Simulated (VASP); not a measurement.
# Fe (Fmmm) in VASP: notebook

One crystal, Fe, is run at these levels: PBEsol; tasks: single point.

Program: VASP 6.6.1. These are calculated values, not measurements. Logs are shortened: lines on timing, memory, paths and dates and some standing lists are left out, and cuts for length are marked.

## Step 1: The structure

The structure is orthorhombic, space group Fmmm (No. 69). The conventional cell has a = 2.997 Å, b = 3.883 Å, c = 3.930 Å, α = 90.00°, β = 90.00°, γ = 90.00°. Fe (site symmetry mmm) is surrounded by 12 Fe at 2.45 to 2.76 Å.

## Step 2: Single point, PBEsol, collinear spin, ferromagnetic start

INCAR reads:

```
  PREC = Accurate
  ENCUT = 350
  EDIFF = 1E-6
  ISMEAR = 1
  SIGMA = 0.1
  LREAL = False
  LASPH = True
  NELM = 100
  ALGO = Normal
  ISIF = 2
  LWAVE = False
  LCHARG = False
  ISPIN = 2
  MAGMOM = 3
  LORBIT = 11
  LMAXMIX = 4
  GGA = PS
  NBANDS = 14
  ADDGRID = False
```

KPOINTS reads:

```
Automatic mesh
0
Gamma
  5 5 5
```

POSCAR reads:

```
Fe
1.0
    0.0000000000      1.9417396906      1.9651051623
    1.4984397099      0.0000000000      1.9651051623
    1.4984397099      1.9417396906      0.0000000000
Fe
1
Direct
    0.0000000000      0.0000000000      0.0000000000
```

Potentials or basis: VASP PAW PBE potentials, release 64 (Fe).

Started as:

```console
$ cat potpaw_PBE.64/Fe/POTCAR > POTCAR
$ mpirun -np 1 vasp_std > vasp.out
```

OUTCAR:

```text
PREC = Accurate
   ENCUT = 350
   EDIFF = 1E-6
   ISMEAR = 1
   LREAL = False
   LASPH = True
   NELM = 100
   ISIF = 2
   ISPIN = 2
   LORBIT = 11
   GGA = PS

 Found     27 irreducible k-points:

 Following reciprocal coordinates:
            Coordinates               Weight
  0.000000  0.000000  0.000000      1.000000
  0.200000  0.000000  0.000000      8.000000
  0.400000 -0.000000 -0.000000      8.000000
  0.200000  0.200000  0.000000      2.000000
  0.400000  0.200000 -0.000000      8.000000
 -0.400000  0.200000  0.000000      8.000000
   k-points           NKPTS =     27   k-points in BZ     NKDIM =     27   number of bands    NBANDS=     14
   number of dos      NEDOS =    301   number of ions     NIONS =      1
   total plane-waves  NPLWV =   4608
   dimension x,y,z NGX =    18 NGY =   16 NGZ =   16
   dimension x,y,z NGXF=    36 NGYF=   32 NGZF=   32
   ions per type =               1
   NGX,Y,Z   is equivalent  to a cutoff of  10.83, 10.76, 10.84 a.u.
   NGXF,Y,Z  is equivalent  to a cutoff of  21.66, 21.53, 21.69 a.u.
 SYSTEM =  unknown system
   PREC   = accura    normal or accurate (medium, high low for compatibility)
   ISTART =      0    job   : 0-new  1-cont  2-samecut
   ICHARG =      2    charge: 1-file 2-atom 10-const
   ISPIN  =      2    spin polarized calculation?
   LNONCOLLINEAR =      F non collinear calculations
   LSORBIT =      F    spin-orbit coupling
   LASPH  =      T    aspherical Exc in radial PAW
   ENCUT  =  350.0 eV  25.72 Ry    5.07 a.u.   4.21  3.77  3.74*2*pi/ulx,y,z
   NELM   =    100;   NELMIN=  2; NELMDL= -5     # of ELM steps
   EDIFF  = 0.1E-05   stopping-criterion for ELM
   LREAL  =      F    real-space projection
   EDIFFG = 0.1E-04   stopping-criterion for IOM
   NSW    =      0    number of steps for IOM
   IBRION =     -1    ionic relax: 0-MD 1-quasi-New 2-CG
   NFREE  =      0    steps in history (QN), initial steepest desc. (CG)
   ISIF   =      2    stress and relaxation
   ISYM   =      2    0-nonsym 1-usesym 2-fastsym
   POTIM  = 0.5000    time-step for ionic-motion
   TEBEG  =    0.0;   TEEND  =   0.0 temperature during run
   PSTRESS=    0.0 pullay stress
   NELECT =       8.0000    total number of electrons
   NUPDOWN=      -1.0000    fix difference up-down
   EMIN   =  10.00;   EMAX   =-10.00  energy-range for DOS
   EFERMI =   0.00;   METHOD = LEGACY
   ISMEAR =     1;   SIGMA  =   0.10  broadening in eV -4-tet -1-fermi 0-gaus
   EFERMI_NEDOS =   21; number of points for ismear=-14 and -15
   IALGO  =     38    algorithm
   IMIX   =      4    mixing-type and parameters
     AMIX     =   0.40;   BMIX     =  1.00
     AMIX_MAG =   1.60;   BMIX_MAG =  1.00
  volume/ion in A,a.u.               =      11.44        77.17
  Fermi-wavevector in a.u.,A,eV,Ry     =   1.453303  2.746344 28.736719  2.112089
  Thomas-Fermi vector in A             =   2.570585
   LORBIT       =     11    0 simple, 1 ext, 2 COOP (PROOUT), +10 PAW based schemes
   GGA     = PS    functional components
   LHFCALC =     F    Hartree Fock is set to
   AEXX    =    0.0000 exact exchange contribution
   IVDW    =     0    specifies the selected vdW correction
   LEPSILON=     F    determine dielectric tensor
   LRPA    =     F    only Hartree local field effects (RPA)
 spin polarized calculation
 Methfessel and Paxton  Order N= 1 SIGMA  =   0.10
  energy-cutoff  :      350.00
  volume of cell :       11.44
 maximum number of plane-waves:       180
 NGX is ok and might be reduce to    18
[... 19 lines left out ...]

 spin component 1

 k-point     1 :       0.0000    0.0000    0.0000
  band No.  band energies     occupation
      1      -2.8912      1.00000
      2       3.1666      1.00000
      3       3.2569      1.00000
      4       3.6464      1.00000
      5       4.3014      1.00000
      6       4.6794      1.00000
      7      29.3561      0.00000
      8      30.8570      0.00000
      9      31.1200      0.00000
     10      35.0377      0.00000
     11      36.1025      0.00000
     12      36.3672      0.00000
     13      36.8798      0.00000
     14      36.9726      0.00000
[... 71 lines left out ...]
      1       1.4409      1.00000
      2       2.4245      1.00000
      3       3.2363      1.00000
      4       4.4510      1.00000
      5       5.0647      1.00000
      6       9.2761      0.00000
      7      12.8101      0.00000
      8      18.5822      0.00000
      9      25.2757      0.00000
     10      32.3247      0.00000
     11      35.1692      0.00000
     12      39.9126      0.00000
     13      43.4283      0.00000
     14      47.4263      0.00000

 [... further k-points ...]

 spin component 2

 k-point     1 :       0.0000    0.0000    0.0000
  band No.  band energies     occupation
      1      -2.6239      1.00000
      2       4.8538      1.00000
      3       5.0037      1.00000
      4       5.4655      1.02464
      5       6.7646     -0.00000
      6       7.3114     -0.00000
      7      29.3042      0.00000
      8      30.8139      0.00000
      9      31.1017      0.00000
     10      35.5298      0.00000
     11      36.2925      0.00000
     12      37.3154      0.00000
     13      37.5393      0.00000
     14      37.6173      0.00000
[... 71 lines left out ...]
      1       2.7312      1.00000
      2       3.9852      1.00000
      3       4.5485      1.00000
      4       6.7441     -0.00000
      5       7.3881     -0.00000
      6      10.4804      0.00000
      7      13.9958      0.00000
      8      19.2630      0.00000
      9      25.7909      0.00000
     10      32.6307      0.00000
     11      35.4820      0.00000
     12      40.4357      0.00000
     13      44.2123      0.00000
     14      47.6823      0.00000

 [... further k-points ...]

------------------------ aborting loop because EDIFF is reached ----------------------------------------

  FORCE on cell =-STRESS in cart. coord.  units (eV):
  Direction    XX          YY          ZZ          XY          YZ          ZX
  --------------------------------------------------------------------------------------
  -------------------------------------------------------------------------------------
  Total       -1.5322938     -0.5441154     -0.7061832      0.0000000      0.0000000      0.0000000
  in kB     -214.6873957    -76.2351940    -98.9422745      0.0000000      0.0000000      0.0000000
  external PRESSURE =    -129.9549548 kB  Pullay stress =       0.0000000 kB

 VOLUME and BASIS-vectors are now :
 -----------------------------------------------------------------------------
  energy-cutoff  :      350.00
  volume of cell :       11.44
      direct lattice vectors                 reciprocal lattice vectors
     0.000000000  1.941739691  1.965105162    -0.333680426  0.257501045  0.254439309
     1.498439710  0.000000000  1.965105162     0.333680426 -0.257501045  0.254439309
     1.498439710  1.941739691  0.000000000     0.333680426  0.257501045 -0.254439309

 POSITION                                       TOTAL-FORCE (eV/Angst)
 -----------------------------------------------------------------------------------
      0.00000      0.00000      0.00000        -0.000000      0.000000      0.000000
 -----------------------------------------------------------------------------------
    total drift:                                0.000000      0.000000     -0.000000

  FREE ENERGIE OF THE ION-ELECTRON SYSTEM (eV)
  ---------------------------------------------------
  free  energy   TOTEN  =        -8.8283803651 eV

  energy  without entropy=       -8.8271497341  energy(sigma->0) =       -8.82797015

 total charge

# of ion       s       p       d       tot
------------------------------------------
    1        0.487   0.547   6.216   7.250

 magnetization (x)

# of ion       s       p       d       tot
------------------------------------------
    1       -0.011  -0.034   2.087   2.042
```

OSZICAR:

```text
N       E                     dE             d eps       ncg     rms          rms(c)
DAV:   1     0.133545601516E+02    0.13355E+02   -0.29874E+03  1706   0.516E+02
DAV:   2    -0.934817088760E+01   -0.22703E+02   -0.20806E+02  1638   0.101E+02
DAV:   3    -0.989919791272E+01   -0.55103E+00   -0.54753E+00  1818   0.169E+01
DAV:   4    -0.990088898388E+01   -0.16911E-02   -0.16909E-02  1794   0.854E-01
DAV:   5    -0.990089661109E+01   -0.76272E-05   -0.76263E-05  1824   0.577E-02    0.122E+01
DAV:   6    -0.888997800882E+01    0.10109E+01   -0.10760E+01  1812   0.380E+01    0.511E+00
DAV:   7    -0.884161201133E+01    0.48366E-01   -0.54881E-01  1830   0.844E+00    0.292E+00
DAV:   8    -0.883600879915E+01    0.56032E-02   -0.10441E-02  1870   0.630E-01    0.121E+00
DAV:   9    -0.882832782105E+01    0.76810E-02   -0.43189E-03  1976   0.431E-01    0.321E-01
DAV:  10    -0.882830974002E+01    0.18081E-04   -0.98839E-04  1732   0.241E-01    0.863E-02
DAV:  11    -0.882838511548E+01   -0.75375E-04   -0.16970E-04  1848   0.109E-01    0.475E-02
DAV:  12    -0.882837802744E+01    0.70880E-05   -0.75260E-06  1770   0.275E-02    0.163E-02
DAV:  13    -0.882837958769E+01   -0.15603E-05   -0.19320E-06  1136   0.118E-02    0.106E-02
DAV:  14    -0.882838036515E+01   -0.77746E-06   -0.42597E-07   828   0.481E-03
   1 F= -.88283804E+01 E0= -.88279702E+01  d E =-.123063E-02  mag=     2.0572
```

Wall time 4.8 s (1 thread of Intel Xeon 6975P-C (Granite Rapids), shared host); peak memory 0.12 GiB.

These settings aren't checked as converged: the numbers below hold their error.

What came out:

```
Free energy                                           : -8.8284 eV
Pressure                                              : -13.0 GPa
Band gap on the k mesh                                : none (metal or under the smearing width)
Net moment                                            : 2.06 μB per cell
Site moments                                          : Fe +2.04 μB
Valence electrons inside the program's atomic spheres : Fe 7.25
```

Caveat: the k mesh is coarse (spacing up to 0.62 Å⁻¹), so the values aren't converged; the PAW data sets were made with another functional, which shifts forces and pressure a little.

## Step 3: Single point, PBEsol, collinear spin, ferromagnetic start

Changes to INCAR since step 2:

```diff
@@ -1,3 +1,3 @@
   PREC = Accurate
-  ENCUT = 350
+  ENCUT = 400
   EDIFF = 1E-6
```

KPOINTS is that of step 2.

POSCAR is that of step 2.

Potentials or basis: VASP PAW PBE potentials, release 64 (Fe).

Started as:

```console
$ cat potpaw_PBE.64/Fe/POTCAR > POTCAR
$ mpirun -np 1 vasp_std > vasp.out
```

Run time: 5.2 s. Hardware: 1 thread of Intel Xeon 6975P-C (Granite Rapids), shared host; peak memory 0.11 GiB.

These settings aren't checked as converged: the numbers below hold their error.

What came out:

| Item | Value |
| --- | --- |
| Free energy | -8.8236 eV |
| Pressure | -13.1 GPa |
| Band gap on the k mesh | none (metal or under the smearing width) |
| Net moment | 2.06 μB per cell |
| Site moments | Fe +2.04 μB |
| Valence electrons inside the program's atomic spheres | Fe 7.25 |

Caveat: the k mesh is coarse (spacing up to 0.62 Å⁻¹), so the values aren't converged; the PAW data sets were made with another functional, which shifts forces and pressure a little.

## Step 4: The reference run

An earlier run on the cell as given: functional PBE; potentials or basis VASP PAW PBE potentials, release 64 (Fe); cutoff 520 eV; k mesh 13 × 13 × 13; occupations fermi-dirac, width 0.05 eV; collinear spin, ferromagnetic start; starting moments [3.0] μB.

- Pressure: -1.0 GPa
- Band gap on the k mesh: none (metal or under the smearing width)
- Net moment: 2.20 μB per cell
- Site moments: Fe +2.19 μB
- Valence electrons inside the program's atomic spheres: Fe 7.26
